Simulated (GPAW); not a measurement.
# ZnS: band structure with PBE

**Measured values to compare with.**

“Electronic, vibrational, and thermodynamic properties of ZnS (zincblende and rocksalt structure)”, 2009, arxiv:0911.5022 quotes, for a bulk crystal of ZnS at 19 K: band gap 3.85 eV (direct).

Crystal: ZnS.

```
CELL_PARAMETERS angstrom
0.00000 2.70200 2.70200
2.70200 0.00000 2.70200
2.70200 2.70200 0.00000
ATOMIC_POSITIONS crystal
Zn 0.25000 0.25000 0.25000
S 0.00000 0.00000 0.00000
```

| Quantity | Value |
| --- | --- |
| Program | GPAW 26.7.0 |
| Task | band structure |
| Functional | PBE |
| Potentials or basis | GPAW PAW data sets (gpaw-data 1.2.1) |
| Basis | lcao:dzp |
| Grid spacing | 0.2 Å |
| k mesh | 7 × 7 × 7 |
| Occupations | fermi-dirac, width 0.05 eV |
| Spin | no spin polarisation |
| Maxiter | 150 |
| Band path | GXWKGLUWLK,UX |
| Band points | 60 |

| Quantity | Value |
| --- | --- |
| Band gap on the k mesh | 2.12 eV, direct |
| Band gap along the path | 2.12 eV, direct |

Levels at the corners of the path, in eV from the valence-band top:
| point | band 7 | band 8 | band 9 | band 10 | band 11 | band 12 |
| --- | --- | --- | --- | --- | --- | --- |
| Γ | 0.00 | 0.00 | 0.00 | 2.12 | 6.48 | 6.48 |
| X | -4.56 | -2.23 | -2.23 | 3.54 | 4.40 | 11.61 |
| W | -4.59 | -2.77 | -2.73 | 5.77 | 6.24 | 8.06 |
| K | -4.63 | -3.12 | -1.82 | 4.25 | 6.08 | 9.75 |
| Γ | 0.00 | 0.00 | 0.00 | 2.12 | 6.48 | 6.48 |
| L | -5.31 | -0.87 | -0.87 | 3.35 | 7.15 | 7.15 |
| U | -4.63 | -3.12 | -1.82 | 4.25 | 6.08 | 9.75 |
| W | -4.59 | -2.77 | -2.73 | 5.77 | 6.24 | 8.06 |
| L | -5.31 | -0.87 | -0.87 | 3.35 | 7.15 | 7.15 |
| K | -4.63 | -3.12 | -1.82 | 4.25 | 6.08 | 9.75 |
| U | -4.63 | -3.12 | -1.82 | 4.25 | 6.08 | 9.75 |
| X | -4.56 | -2.23 | -2.23 | 3.54 | 4.40 | 11.61 |

Run time: 33 s on 1 thread of Arm Neoverse V2, with other jobs on the host, peak memory 0.21 GiB.

A measured gap of ZnS is 3.85 eV (direct; 19 K; quoted in “Electronic, vibrational, and thermodynamic properties of ZnS (zincblende and rocksalt structure)”, 2009, arxiv:0911.5022); the calculated 2.12 eV misses it by -1.73 eV. The value is that of PBE in an atomic basis (GPAW PAW data sets (gpaw-data 1.2.1), lcao:dzp), whose error adds to the functional's,, without temperature or zero-point motion. Semilocal functionals fall short of measured gaps as a rule.

Caveat: the basis of atomic orbitals isn't converged, which shifts pressures, moduli and gaps.
